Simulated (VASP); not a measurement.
# Y (Im-3m) in VASP: a series of runs

The runs below take Y through single point, with PBE.

All numbers are computed with VASP 6.6.1; they aren't measurements. Logs are shortened: lines on timing, memory, paths and dates and some standing lists are left out, and cuts for length are marked.

## Step 1: The crystal as given

Symmetry: Im-3m, No. 229, cubic system. The conventional cell has a = 4.042 Å, b = 4.042 Å, c = 4.042 Å, α = 90.00°, β = 90.00°, γ = 90.00°. Y (site symmetry m-3m) has 8 Y at 3.50 Å as nearest neighbours.

This isn't the form of Y at room conditions, which is hcp.

## Step 2: Single point, PBE, collinear spin, typed start

The input, INCAR:

```
SYSTEM = Y
PREC     = Accurate       ! precision mode
ENCUT    = 520            ! plane-wave cutoff, eV
EDIFF    = 1E-6           ! SCF threshold, eV
ISMEAR   = -1             ! smearing method
SIGMA    = 0.05           ! smearing width, eV
LREAL    = .False.        ! projectors in reciprocal space
LASPH    = .True.         ! aspherical terms in the spheres
NELM     = 150            ! most SCF steps
ALGO     = Normal         ! electronic algorithm
ISIF     = 2              ! what is computed and relaxed
LWAVE    = .False.        ! write WAVECAR
LCHARG   = .True.         ! write CHGCAR
ISPIN    = 2              ! spin polarisation
MAGMOM   = 1              ! initial moments
LORBIT   = 11             ! projections on sites
LMAXMIX  = 4              ! l up to which the mixer works
GGA      = PE             ! functional
LELF     = .True.         ! ELF
LVHAR    = .True.       
NBANDS   = 16             ! bands
```

The input, KPOINTS:

```
regular mesh
0
Gamma
  18 18 18
  0 0 0
```

The input, POSCAR:

```
Y
1.0
   -2.0208580385      2.0208580385      2.0208580385
    2.0208580385     -2.0208580385      2.0208580385
    2.0208580385      2.0208580385     -2.0208580385
Y
1
Direct
    0.0000000000      0.0000000000      0.0000000000
```

Potentials or basis: VASP PAW PBE potentials, release 64 (Y_sv).

Launch:

```bash
cat potpaw_PBE.64/Y_sv/POTCAR > POTCAR
mpirun -np 1 vasp_std > vasp.out
```

OUTCAR:

```text
SYSTEM = Y
   PREC = Accurate
   ENCUT = 520
   EDIFF = 1E-6
   ISMEAR = -1
   LREAL = .False.
   LASPH = .True.
   NELM = 150
   ISIF = 2
   ISPIN = 2
   LORBIT = 11
   GGA = PE

 ion  position               nearest neighbor table
   1  0.000  0.000  0.000-

  LATTYP: Found a body centered cubic cell.
 ALAT       =     4.0417160770

  Lattice vectors:

 A1 = (  -2.0208580385,   2.0208580385,   2.0208580385)
 A2 = (   2.0208580385,  -2.0208580385,   2.0208580385)
 A3 = (   2.0208580385,   2.0208580385,  -2.0208580385)

Analysis of symmetry for initial positions (statically):
=====================================================================
 Subroutine PRICEL returns:
 Original cell was already a primitive cell.

 Routine SETGRP: Setting up the symmetry group for a
 body centered cubic supercell.

 Subroutine GETGRP returns: Found 48 space group operations
 (whereof 48 operations were pure point group operations)
 out of a pool of 48 trial point group operations.

The static configuration has the point symmetry O_h .

Analysis of symmetry for dynamics (positions and initial velocities):
=====================================================================
 Subroutine PRICEL returns:
 Original cell was already a primitive cell.

 Routine SETGRP: Setting up the symmetry group for a
 body centered cubic supercell.

 Subroutine GETGRP returns: Found 48 space group operations
 (whereof 48 operations were pure point group operations)
 out of a pool of 48 trial point group operations.

The dynamic configuration has the point symmetry O_h .

Analysis of structural, dynamic, and magnetic symmetry:
=====================================================================
 Subroutine PRICEL returns:
 Original cell was already a primitive cell.

 Routine SETGRP: Setting up the symmetry group for a
 body centered cubic supercell.

 Subroutine GETGRP returns: Found 48 space group operations
 (whereof 48 operations were pure point group operations)
 out of a pool of 48 trial point group operations.

The overall configuration has the point symmetry O_h .

 Subroutine INISYM returns: Found 48 space group operations
 (whereof 48 operations are pure point group operations),
 and found     1 'primitive' translations

----------------------------------------------------------------------------------------

                                     Primitive cell

  volume of cell :      33.0117

  direct lattice vectors                    reciprocal lattice vectors
    -2.020858039  2.020858039  2.020858039     0.000000000  0.247419656  0.247419656
     2.020858039 -2.020858039  2.020858039     0.247419656  0.000000000  0.247419656
     2.020858039  2.020858039 -2.020858039     0.247419656  0.247419656  0.000000000

  length of vectors
     3.500228798  3.500228798  3.500228798     0.349904233  0.349904233  0.349904233

  position of ions in fractional coordinates (direct lattice)
     0.000000000  0.000000000  0.000000000

  ion indices of the primitive-cell ions
   primitive index   ion index
                 1           1

----------------------------------------------------------------------------------------

 KPOINTS: regular mesh

Automatic generation of k-mesh.
 Grid dimensions read from file:
 generate k-points for:   18   18   18

 Generating k-lattice:

  Cartesian coordinates                     Fractional coordinates (reciprocal lattice)
     0.000000000  0.013745536  0.013745536     0.055555556  0.000000000  0.000000000
     0.013745536  0.000000000  0.013745536     0.000000000  0.055555556  0.000000000
     0.013745536  0.013745536  0.000000000     0.000000000  0.000000000  0.055555556

  Length of vectors
     0.019439124  0.019439124  0.019439124

  Shift w.r.t. Gamma in fractional coordinates (k-lattice)
     0.000000000  0.000000000  0.000000000

 Subroutine IBZKPT returns following result:
 ===========================================

 Found    195 irreducible k-points:

 Following reciprocal coordinates:
            Coordinates               Weight
  0.000000  0.000000  0.000000      1.000000
  0.055556  0.000000  0.000000     12.000000
  0.111111  0.000000  0.000000     12.000000
  0.166667  0.000000  0.000000     12.000000
  0.222222  0.000000  0.000000     12.000000
  0.277778  0.000000  0.000000     12.000000
[... 16 lines left out ...]
  0.333333  0.111111  0.000000     48.000000
  0.388889  0.111111 -0.000000     48.000000
 [... further k-points ...]
   k-points           NKPTS =    195   k-points in BZ     NKDIM =    195   number of bands    NBANDS=     16
   number of dos      NEDOS =    301   number of ions     NIONS =      1
   total plane-waves  NPLWV =  21952
   dimension x,y,z NGX =    28 NGY =   28 NGZ =   28
   dimension x,y,z NGXF=    56 NGYF=   56 NGZF=   56
   ions per type =               1
   NGX,Y,Z   is equivalent  to a cutoff of  13.30, 13.30, 13.30 a.u.
   NGXF,Y,Z  is equivalent  to a cutoff of  26.60, 26.60, 26.60 a.u.
 SYSTEM =  Y
   PREC   = accura    normal or accurate (medium, high low for compatibility)
   ISTART =      0    job   : 0-new  1-cont  2-samecut
   ICHARG =      2    charge: 1-file 2-atom 10-const
   ISPIN  =      2    spin polarized calculation?
   LNONCOLLINEAR =      F non collinear calculations
   LSORBIT =      F    spin-orbit coupling
   LASPH  =      T    aspherical Exc in radial PAW
   ENCUT  =  520.0 eV  38.22 Ry    6.18 a.u.   6.51  6.51  6.51*2*pi/ulx,y,z
   NELM   =    150;   NELMIN=  2; NELMDL= -5     # of ELM steps
   EDIFF  = 0.1E-05   stopping-criterion for ELM
   LREAL  =      F    real-space projection
   EDIFFG = 0.1E-04   stopping-criterion for IOM
   NSW    =      0    number of steps for IOM
   IBRION =     -1    ionic relax: 0-MD 1-quasi-New 2-CG
   NFREE  =      0    steps in history (QN), initial steepest desc. (CG)
   ISIF   =      2    stress and relaxation
   ISYM   =      2    0-nonsym 1-usesym 2-fastsym
   POTIM  = 0.5000    time-step for ionic-motion
   TEBEG  =    0.0;   TEEND  =   0.0 temperature during run
   PSTRESS=    0.0 pullay stress
   NELECT =      11.0000    total number of electrons
   NUPDOWN=      -1.0000    fix difference up-down
   EMIN   =  10.00;   EMAX   =-10.00  energy-range for DOS
   EFERMI =   0.00;   METHOD = LEGACY
   ISMEAR =    -1;   SIGMA  =   0.05  broadening in eV -4-tet -1-fermi 0-gaus
   EFERMI_NEDOS =   21; number of points for ismear=-14 and -15
   IALGO  =     38    algorithm
   IMIX   =      4    mixing-type and parameters
     AMIX     =   0.40;   BMIX     =  1.00
     AMIX_MAG =   1.60;   BMIX_MAG =  1.00
  volume/ion in A,a.u.               =      33.01       222.77
  Fermi-wavevector in a.u.,A,eV,Ry     =   1.134967  2.144777 17.526348  1.288150
  Thomas-Fermi vector in A             =   2.271671
   LORBIT       =     11    0 simple, 1 ext, 2 COOP (PROOUT), +10 PAW based schemes
   GGA     = PE    functional components
   LHFCALC =     F    Hartree Fock is set to
   AEXX    =    0.0000 exact exchange contribution
   IVDW    =     0    specifies the selected vdW correction
   LEPSILON=     F    determine dielectric tensor
   LRPA    =     F    only Hartree local field effects (RPA)
 spin polarized calculation
  energy-cutoff  :      520.00
  volume of cell :       33.01
 maximum number of plane-waves:       935
 NGX is ok and might be reduce to    28
   NGX = 13   NGY = 13   NGZ = 13

 number of electron      11.0000001 magnetization       0.0000589

 Free energy of the ion-electron system (eV)
  ---------------------------------------------------
  ext. energy  EPLUGINS =         0.00000000
  ---------------------------------------------------
  free energy    TOTEN  =        -6.31883964 eV

  energy without entropy =       -6.29686616  energy(sigma->0) =       -6.30785290

 E-fermi :   3.1167     XC(G=0):  -9.4106

 val. band max:        3.1095324986   @ k =  -0.3889   0.3889   0.1667
 cond. band min:       3.1241278456   @ k =   0.2222   0.2222   0.1111
 fundamental gap:      0.0145953471
 Fermi energy:         3.1167278028

 spin component 1

 k-point     1 :       0.0000    0.0000    0.0000
  band No.  band energies     occupation
      1     -39.7623      1.00000
      2     -19.4618      1.00000
      3     -19.4618      1.00000
      4     -19.4618      1.00000
      5      -1.6931      1.00000
      6       4.7687      0.00000
[... 8 lines left out ...]
     15      20.3620      0.00000
     16      21.1680      0.00000
[... 419 lines left out ...]
 k-point    24 :       0.3889    0.1111   -0.0000
  band No.  band energies     occupation
      1     -39.6967      1.00000
      2     -19.9658      1.00000
      3     -19.6491      1.00000
      4     -19.4878      1.00000
      5       1.3022      1.00000
      6       3.3070      0.02178
[... 8 lines left out ...]
     15      19.0526      0.00000
     16      20.3768      0.00000

 [... further k-points ...]

 spin component 2

 k-point     1 :       0.0000    0.0000    0.0000
  band No.  band energies     occupation
      1     -39.7623      1.00000
      2     -19.4618      1.00000
      3     -19.4618      1.00000
      4     -19.4618      1.00000
      5      -1.6930      1.00000
      6       4.7688      0.00000
[... 8 lines left out ...]
     15      20.3620      0.00000
     16      21.1680      0.00000
[... 419 lines left out ...]
 k-point    24 :       0.3889    0.1111   -0.0000
  band No.  band energies     occupation
      1     -39.6967      1.00000
      2     -19.9657      1.00000
      3     -19.6491      1.00000
      4     -19.4878      1.00000
      5       1.3022      1.00000
      6       3.3070      0.02176
[... 8 lines left out ...]
     15      19.0526      0.00000
     16      20.3768      0.00000

 [... further k-points ...]

------------------------ aborting loop because EDIFF is reached ----------------------------------------

  FORCE on cell =-STRESS in cart. coord.  units (eV):
  Direction    XX          YY          ZZ          XY          YZ          ZX
  --------------------------------------------------------------------------------------
  -------------------------------------------------------------------------------------
  Total       -0.0221516     -0.0221516     -0.0221516      0.0000000     -0.0000000      0.0000000
  in kB       -1.0750987     -1.0750987     -1.0750987      0.0000000     -0.0000000      0.0000000
  external PRESSURE =      -1.0750987 kB  Pullay stress =       0.0000000 kB

 VOLUME and BASIS-vectors are now :
 -----------------------------------------------------------------------------
  energy-cutoff  :      520.00
  volume of cell :       33.01
      direct lattice vectors                 reciprocal lattice vectors
    -2.020858039  2.020858039  2.020858039     0.000000000  0.247419656  0.247419656
     2.020858039 -2.020858039  2.020858039     0.247419656  0.000000000  0.247419656
     2.020858039  2.020858039 -2.020858039     0.247419656  0.247419656  0.000000000

 POSITION                                       TOTAL-FORCE (eV/Angst)
 -----------------------------------------------------------------------------------
      0.00000      0.00000      0.00000        -0.000000      0.000000      0.000000
 -----------------------------------------------------------------------------------
    total drift:                                0.000000      0.000000      0.000000

  FREE ENERGIE OF THE ION-ELECTRON SYSTEM (eV)
  ---------------------------------------------------
  free  energy   TOTEN  =        -6.3188396383 eV

  energy  without entropy=       -6.2968661561  energy(sigma->0) =       -6.30785290

 total charge

# of ion       s       p       d       f       tot
--------------------------------------------------
    1        2.273   6.228   0.905   0.007   9.413

 magnetization (x)

# of ion       s       p       d       f       tot
--------------------------------------------------
    1       -0.000   0.000   0.000   0.000   0.000
```

Wall time 9.3 min (1 thread of AMD EPYC, shared host); peak memory 0.28 GiB.

What came out:

| Item | Value |
| --- | --- |
| Free energy | -6.3188 eV |
| Pressure | -0.1 GPa |
| Band gap on the k mesh | none (metal or under the smearing width) |
| Net moment | 0.00 μB per cell |
| Valence electrons inside the program's atomic spheres | Y 9.41 |

(Continued in part 2 of 2.)
